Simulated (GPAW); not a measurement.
## AlN in GPAW: convergence with density grid spacing (A)

AlN:

```
Al N
1.0
     0.00000    2.18399    2.18399
     2.18399    0.00000    2.18399
     2.18399    2.18399    0.00000
Al N
1 1
Direct
  0.00000 0.00000 0.00000
  0.25000 0.25000 0.25000
```

Measurements of this composition are mostly on another form, of space group No. 186.

```yaml
Program: GPAW 26.7.0
Task: convergence study
Functional: LDA
Potentials_or_basis: the program's PAW data sets (release 1.2.1) made for this functional
Cutoff: 800 eV
Basis: pw
Grid_spacing: 0.24 Å
k_mesh: 10 × 10 × 10
Occupations: fermi-dirac, width 0.05 eV
Spin: no spin polarisation
```

These are the settings of the first run; the series varies density grid spacing (A), with any setting tied to it.

Hardware: 1 thread of INTEL(R) XEON(R) PLATINUM 8581C CPU @ 2.10GHz (Emerald Rapids) (shared host).

Task: The values tried are 0.24, 0.2, 0.17, 0.15, 0.13, 0.11, 0.09, loosest first. From which on does the energy stay within 1 meV/atom of the tightest run that finished?

Result: From 0.17 on.

| density grid spacing (A) | energy less the tightest run, at zero smearing (meV/atom) | pressure (GPa) | gap on the mesh (eV) | SCF cycles | CPU time (s) | peak memory (GiB) |
| --- | --- | --- | --- | --- | --- | --- |
| 0.24 | 42.93 | -5.74 | 3.230 | 9 | 4.6 | 0.14 |
| 0.2 | 1.21 | -3.34 | 3.237 | 9 | 5.1 | 0.14 |
| 0.17 | -0.04 | -2.86 | 3.237 | 9 | 6.5 | 0.15 |
| 0.15 | 0.00 | -2.87 | 3.237 | 9 | 9.3 | 0.15 |
| 0.13 | 0.00 | -2.87 | 3.237 | 9 | 8.6 | 0.15 |
| 0.11 | 0.00 | -2.87 | 3.237 | 9 | 13 | 0.17 |
| 0.09 | 0.00 | -2.87 | 3.237 | 9 | 22 | 0.2 |

Against the tightest run, the pressure stays within 0.1 GPa from 0.17 on; the gap on the mesh stays within 0.01 eV from 0.24 on. The tightest run that finished is the yardstick and may itself not be fully converged.
